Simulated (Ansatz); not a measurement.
Trifluoromethane + `CC(C)(F)F` → `CC(F)(F)CC(F)F` + H–F  (formal exchange of groups at a C–F bond)

Isolated molecules relaxed with PBE0-D4/def2-TZVP in Ansatz; ΔE leaves out vibrations. CCSD(T)/CBS is the MP2 limit (def2-TZVPP, def2-QZVPP) plus CCSD(T) − MP2 in def2-TZVPP, frozen cores. This one scheme is used for every species. Functionals use def2-TZVPP. B3LYP here is the variant with VWN-RPA as its local correlation; programs differ in this. One conformer a species, not always the lowest.

`FC(F)F`:

Z-matrix (Å, degrees):
```
C
F 1 1.331
F 1 1.331 2 108.5
F 1 1.331 2 108.5 3 -117.7
H 1 1.093 2 110.4 3 121.1
```

`CC(C)(F)F`:

```xyz
11

C     0.198   -1.280   -0.142
C    -0.019    0.163   -0.508
C    -0.180    1.119    0.642
F     1.031    0.582   -1.283
F    -1.126    0.251   -1.310
H     0.299   -1.870   -1.052
H    -0.651   -1.651    0.433
H     1.105   -1.382    0.454
H    -1.043    0.837    1.244
H    -0.328    2.127    0.254
H     0.713    1.104    1.268
```

`CC(F)(F)CC(F)F`:

Z-matrix (Å, degrees):
```
C
C 1 1.502
H 1 1.090 2 109.9
H 1 1.088 2 110.6 3 -120.2
H 1 1.090 2 108.6 3 119.5
F 2 1.371 1 109.0 3 -178.4
F 2 1.367 1 108.7 3 -63.5
C 2 1.516 1 117.6 3 58.1
C 8 1.506 2 114.8 1 66.7
H 8 1.092 2 109.8 1 -56.2
H 8 1.092 2 107.1 1 -173.6
F 9 1.357 8 109.1 2 171.4
F 9 1.361 8 111.0 2 -71.1
H 9 1.093 8 113.7 2 50.6
```

H–F:

Z-matrix (Å, degrees):
```
F
H 1 0.920
```

| level | ΔE (kJ/mol) |
| --- | --- |
| LDA (SPW92) | 7.7 |
| PBE0-D4 | 8.0 |
| r2SCAN0-D4 | 11.7 |
| B3LYP | 18.2 |
| r2SCAN0 | 13.9 |
| RPA@PBE/def2-TZVPP | 2.9 |
| CCSD/def2-SVP | 19.6 |
| HF/CBS(def2) | 29.0 |

(1) What does CCSD(T)/CBS give? (Estimate.)

Largest T1 diagnostic among the species: 0.012.

Results:

(1) Ansatz gave: -3.5 kJ/mol. The listed levels differ from it by 11.2, 11.5, 15.2, 21.7, 17.4, 6.4, 23.1, 32.5 kJ/mol.

In def2-TZVPP, CCSD(T) changes the Hartree–Fock value by −25.7 kJ/mol (the triples alone add −2.1 kJ/mol) and MP2 by −30.1 kJ/mol. The D4 term adds −9.0 kJ/mol with B3LYP and −5.2 kJ/mol with PBE0; it sums over pairs of atoms, weighted by their polarisabilities, and B3LYP, whose exchange is more repulsive, gets the larger term.

CCSD(T)/CBS has its own doubt, a few kJ/mol and more with outer-core shells, so smaller differences from it don't rank the levels.
